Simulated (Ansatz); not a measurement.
Crystal: Bi.

```
Bi
1.0
     4.65841    0.00000    0.00000
     0.00000    4.52639    0.00000
    -0.34597    0.00000    6.51195
Bi
4
Cartesian
  0.9120 1.1316 4.8757
  3.4005 3.3948 1.6362
  1.0780 1.1316 1.6207
  3.2345 3.3948 4.8913
```

Base run:

| Quantity | Value |
| --- | --- |
| Program | Ansatz 0.2.0 |
| Functional | PBE |
| Potentials or basis | Ansatz PAW |
| Cutoff | 420 eV |
| Density cutoff | 1680 eV |
| k mesh | 6 × 6 × 4 |
| Occupations | fermi-dirac, width 0.05 eV |
| Spin | no spin polarisation |

Its results: band gap on the k mesh none (metal or under the smearing width); pressure 1.1 GPa.

Task: The run is repeated on the same cell with these changes: functional from PBE to PBEsol; spin from no spin polarisation to spin-orbit coupling, no magnetisation; potential files from those of the base run to others of the same set. What comes out?

Result: Band gap on the k mesh none (metal or under the smearing width); pressure -0.2 GPa.

Several settings changed at once, so the effect can't be laid on one alone.

Caveats: spin-orbit coupling is left out, which moves the levels of the heavy elements (some runs); the PAW data sets come from PBE, with cores solved anew for the run's functional, which leaves a small shift of forces and pressure (some runs).

Not every run made on this cell is shown here.
